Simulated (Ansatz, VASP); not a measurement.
# BN in VASP and in Ansatz

```
B N
1.0
     2.31480    0.00000    0.00000
     0.00000    2.31480    0.00000
     0.00000    0.00000    2.31480
B N
1 1
Direct
  0.00000 0.00000 0.00000
  0.50000 0.50000 0.50000
```

Alike in both runs: task single point; functional PBEsol; k mesh 8 × 8 × 8; occupations fermi-dirac, width 0.02 eV; no spin polarisation.

```csv
,VASP,Ansatz
version,VASP 6.6.1,Ansatz 0.2.0
potentials or method,"VASP PAW PBE potentials, release 64 (B, N)",plane waves
plane-wave cutoff (eV),520,420
valence electrons in the cell,8,8
```

|  | VASP | Ansatz | Ansatz less VASP |
| --- | --- | --- | --- |
| pressure (GPa) | -4.7 | -4.9 | -0.11 |

Caveats: the PAW data sets were made with another functional, which shifts forces and pressure a little (VASP).
